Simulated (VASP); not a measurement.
Write the native input for VASP 6.6.1 that does the following.

```
Task                   : band structure
Functional             : LDA
Potentials or basis    : VASP PAW LDA potentials, release 64 (Ru_pv, Al)
Cutoff                 : 520 eV
k mesh                 : 9 × 9 × 9
Occupations            : fermi-dirac, width 0.05 eV
Spin                   : no spin polarisation
Further INCAR settings : ALGO = Fast; EDIFF = 1e-06; NBANDS = 16
```

The structure of AlRu lies in POSCAR:

```
AlRu
1.0
    2.9916000000      0.0000000000      0.0000000000
    0.0000000000      2.9916000000      0.0000000000
    0.0000000000      0.0000000000      2.9916000000
Ru Al
1 1
Direct
    0.5000000000      0.5000000000      0.5000000000
    0.0000000000      0.0000000000      0.0000000000
```

These files were run (other wordings do the same):

INCAR

```
PREC = Accurate
ENCUT = 520
EDIFF = 1E-6
ISMEAR = -1
SIGMA = 0.05
LREAL = False
LASPH = True
NELM = 80
ALGO = Fast
ISIF = 2
LWAVE = False
LCHARG = False
LMAXMIX = 4
NBANDS = 16
```

KPOINTS

```
regular mesh
0
Gamma
  9 9 9
```

KPOINTS_OPT

```
path GXMGRX,MR
10
line-mode
reciprocal
 0.0000000000  0.0000000000  0.0000000000  G
 0.0000000000  0.5000000000  0.0000000000  X

 0.0000000000  0.5000000000  0.0000000000  X
 0.5000000000  0.5000000000  0.0000000000  M

 0.5000000000  0.5000000000  0.0000000000  M
 0.0000000000  0.0000000000  0.0000000000  G

 0.0000000000  0.0000000000  0.0000000000  G
 0.5000000000  0.5000000000  0.5000000000  R

 0.5000000000  0.5000000000  0.5000000000  R
 0.0000000000  0.5000000000  0.0000000000  X

 0.5000000000  0.5000000000  0.0000000000  M
 0.5000000000  0.5000000000  0.5000000000  R
```

Potentials or basis: VASP PAW LDA potentials, release 64 (Ru_pv, Al).

The run is started by

```bash
$ cat potpaw_LDA.64/Ru_pv/POTCAR potpaw_LDA.64/Al/POTCAR > POTCAR
$ mpirun -np 1 vasp_std > vasp.out
```

Results of the run:

```json
{
 "Pressure": "-7.8 GPa",
 "Band gap along the path": "none (metal or under the smearing width)"
}
```

Run time: 48 s on 1 thread of AMD EPYC 7R43 64-Core Processor (Zen 3) (shared host), peak memory 0.1 GiB.
